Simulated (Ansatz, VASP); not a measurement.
One calculation of KI, two programs

INCAR

```
SYSTEM = KI
ALGO = Normal
EDIFF = 1E-6
ENCUT = 520
GGA = PE
ISIF = 2
ISMEAR = -1
LASPH = .TRUE.
LCHARG = .FALSE.
LREAL = .FALSE.
LWAVE = .FALSE.
NBANDS = 15
NELM = 100
PREC = Accurate
SIGMA = 0.02
```

The input KPOINTS:

```
k-points
0
G
  6 6 6
  0 0 0
```

Contents of POSCAR:

```
KI
1.0
    0.2249856863      3.6072968856      3.6072968856
    3.6072968856      0.2249856863      3.6072968856
    3.6072968856      3.6072968856      0.2249856863
K I
1 1
Direct
    0.0000000000      0.0000000000      0.0000000000
    0.5000000000      0.5000000000      0.5000000000
```

Input for Ansatz:

```yaml
crystal:
  lattice:
    - [0.2249856863, 3.6072968856, 3.6072968856]
    - [3.6072968856, 0.2249856863, 3.6072968856]
    - [3.6072968856, 3.6072968856, 0.2249856863]
  atoms:
    - { symbol: K, position: [0.0, 0.0, 0.0] }
    - { symbol: I, position: [0.5, 0.5, 0.5] }
kpoints:
  mp_grid: { grid: [6, 6, 6] }
  band_path:
    path:
      - [0.0, 0.0, 0.0]
      - [0.5, 0.0, 0.5]
      - [0.625, 0.25, 0.625]
      - [0.375, 0.375, 0.75]
      - [0.5, 0.5, 0.5]
      - [0.5, 0.25, 0.75]
    npoints: 1
hamiltonian:
  xc: pbe
scf:
  occupations: { method: fermi_dirac, width: 0.02 }
  n_extra_bands: 4
output:
  forces: true
  stress: true
  eigenvalues: true
  write_density: true
  write_potential: true
  elf: true
  volumetric_format: npy
```

Change from the starting cell: epitaxial_111 strain -4.6%.

Alike in both runs: task single point; functional PBE; k mesh 6 × 6 × 6; occupations fermi-dirac, width 0.02 eV; no spin polarisation.

```csv
,VASP,Ansatz
version,VASP 6.6.1,Ansatz 0.2.0
potentials or method,"VASP PAW PBE potentials, release 64 (K_sv, I)","plane waves, PAW"
plane-wave cutoff (eV),520,420
valence electrons in the cell,16,26
```

Ansatz gave:

```
gap on the k mesh at the Fermi level (eV)       : 3.90
pressure (GPa)                                  : 1.0
largest component of the traceless stress (GPa) : 0.27
```

Question: Which values does VASP return?

Answer: gap on the k mesh at the Fermi level (eV): 3.89; pressure (GPa): 1.1; largest component of the traceless stress (GPa): 0.26.

The functional is the same, so the differences come from potentials, cutoffs and numerics. The two sets of potentials don't hold the same shells in valence.

Caveats: spin-orbit coupling is left out, which moves the levels of the heavy elements.
